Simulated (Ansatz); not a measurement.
## LiF (Fm-3m): G0W0 and the starting functional

```
Li F
1.0
     0.00000    2.01300    2.01300
     2.01300    0.00000    2.01300
     2.01300    2.01300    0.00000
Li F
1 1
Direct
  0.00000 0.00000 0.00000
  0.50000 0.50000 0.50000
```

Held fixed (Ansatz):

- datasets: all-electron datasets in plane waves (scalar-relativistic, Gaussian nuclei)
- k mesh: 4×4×4
- empty bands: 105
- response cutoff: 200 eV
- frequencies: contour deformation
- q → 0 term: analytic weight of Carrier, Rohra and Görling
- band sums: cut at the band count

The gap is read direct at Γ, linearised, between the Kohn-Sham band edges among the points solved. ε∞ is the electronic dielectric constant on this mesh. Wave cutoffs: 3300, 3300 eV in the order of the table.

**Question.** The orbitals come from PBE, r²SCAN in turn. Does G0W0 narrow the spread of the gaps between these starts?

**Answer.** The Kohn-Sham gaps spread over 0.99 eV and the G0W0 gaps over 0.49 eV, so the dependence on the start shrinks but stays.

```json
{"orbitals": "PBE", "KS gap (eV)": "9.08", "G0W0 gap (eV)": "13.48", "ε∞": "2.0"}
{"orbitals": "r²SCAN", "KS gap (eV)": "10.07", "G0W0 gap (eV)": "13.97", "ε∞": "1.9"}
```

The cell is a model at fixed atoms and needn't be the relaxed known crystal. The mesh is coarse, so these are values at the stated settings, not converged ones. Band sums or response are cut, so the gap isn't at its basis limit. With r²SCAN or HSE06 the Kohn-Sham levels are generalised ones.
